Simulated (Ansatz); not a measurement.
Levels of theory for MgO (P6_3/mmc)

All numbers come from the plane-wave code Ansatz. Spin-unpolarised throughout; all numbers are computed.

Structure: a 4-atom cell of MgO (P6_3/mmc) from a materials database, at its r2SCAN minimum. The symmetry is P6_3/mmc (No. 194, hexagonal); a = 3.484 Å, c = 4.185 Å in the conventional setting, 11.00 Å³ an atom. Around Mg lie 5 O at 2.01–2.09 Å; around O lie 5 Mg at 2.01–2.09 Å.

```cif
data_structure
_symmetry_space_group_name_H-M 'P6_3/mmc'
_symmetry_Int_Tables_number 194
_cell_length_a 3.4841
_cell_length_b 3.4841
_cell_length_c 4.1853
_cell_angle_alpha 90.000
_cell_angle_beta 90.000
_cell_angle_gamma 120.000
_cell_volume 44.00
loop_
_atom_site_label
_atom_site_type_symbol
_atom_site_symmetry_multiplicity
_atom_site_Wyckoff_symbol
_atom_site_fract_x
_atom_site_fract_y
_atom_site_fract_z
_atom_site_occupancy
Mg1 Mg 2 c 0.66667 0.33333 0.75000 1
O1 O 2 d 0.66667 0.33333 0.25000 1
```

Relaxed lattice by functional, symmetry kept:
```csv
functional,k mesh,a (Å),c (Å),volume (Å³/atom)
PBE,12×12×6,3.521,4.238,11.37
r2SCAN,12×12×6,3.484,4.185,11.00
PBEsol,12×12×6,3.494,4.194,11.09
LDA,12×12×6,3.451,4.138,10.67
HSE06,6×6×4,3.484,4.184,11.00
```

Gaps on the r2SCAN cell, each the least over its mesh and the special points:
```json
{"level": "LDA", "k mesh": "12×12×6", "gap (eV)": "3.33", "kind": "direct", "edges": "Γ", "least direct gap (eV)": "3.33", "rough cost": "4 core-seconds"}
{"level": "PBE", "k mesh": "12×12×6", "gap (eV)": "3.45", "kind": "direct", "edges": "Γ", "least direct gap (eV)": "3.45", "rough cost": "6 core-seconds"}
{"level": "r2SCAN", "k mesh": "12×12×6", "gap (eV)": "4.09", "kind": "direct", "edges": "Γ", "least direct gap (eV)": "4.09", "rough cost": "12 core-seconds"}
{"level": "r2SCANh", "k mesh": "6×6×4", "gap (eV)": "4.92", "kind": "direct", "edges": "Γ", "least direct gap (eV)": "4.92", "rough cost": "90 core-seconds"}
{"level": "HSE06", "k mesh": "6×6×4", "gap (eV)": "5.05", "kind": "direct", "edges": "Γ", "least direct gap (eV)": "5.05", "rough cost": "60 core-seconds"}
{"level": "DDH-PBE0", "k mesh": "6×6×4", "gap (eV)": "6.55", "kind": "direct", "edges": "Γ", "least direct gap (eV)": "6.55", "rough cost": "120 core-seconds"}
{"level": "PBE0", "k mesh": "6×6×4", "gap (eV)": "5.76", "kind": "direct", "edges": "Γ", "least direct gap (eV)": "5.76", "rough cost": "60 core-seconds"}
{"level": "r2SCAN0", "k mesh": "6×6×4", "gap (eV)": "6.18", "kind": "direct", "edges": "Γ", "least direct gap (eV)": "6.18", "rough cost": "90 core-seconds"}
{"level": "G0W0@PBE (131 empty bands, 120 eV, 6×6×4)", "k mesh": "6×6×4", "gap (eV)": "5.48", "kind": "–", "edges": "Γ (mesh)", "least direct gap (eV)": "–", "rough cost": "120 core-seconds"}
{"level": "G0W0@PBE (326 empty bands, 220 eV, 6×6×4)", "k mesh": "6×6×4", "gap (eV)": "5.72", "kind": "–", "edges": "Γ (mesh)", "least direct gap (eV)": "–", "rough cost": "14 core-minutes"}
```
PBE: smearing of 0.02 eV; the others have fixed occupations.
Wave cutoffs: 420 eV, 500 eV (r2SCAN, r2SCANh, r2SCAN0).
The G0W0 gap is PBE's gap over the path plus the quasiparticle shift read on the mesh. The G0W0 figures hold for the stated bands, cutoff and mesh and aren't extrapolated.
Costs come from shared machines and give only the order; PBE's includes the band path. The runs had 2 threads of Arm Neoverse V1, with other jobs on the host.

With HSE06 the gap is 5.05 eV and direct, at Γ.

Taking G0W0@PBE (326 empty bands, 220 eV, 6×6×4), 5.72 eV, as the yardstick (a computed one, not at the basis limit), PBE0 comes nearest, +0.04 eV off, at about 5 times r2SCAN's cost; G0W0 itself took about 70 times r2SCAN's cost. The others: r2SCAN0 +0.46, HSE06 -0.67, r2SCANh -0.80, DDH-PBE0 +0.83, r2SCAN -1.63, PBE -2.27, LDA -2.39 eV. The yardstick still moved by +0.24 eV in its last step of bands and cutoff, so this order can change. r2SCAN covers 40 % of the step from PBE to HSE06, while HSE06 needs about 5 times r2SCAN's cost (on a coarser mesh). Among these functionals the gap stays direct.

The meshes of the hybrids are coarse, so their gaps aren't converged to the digits shown.
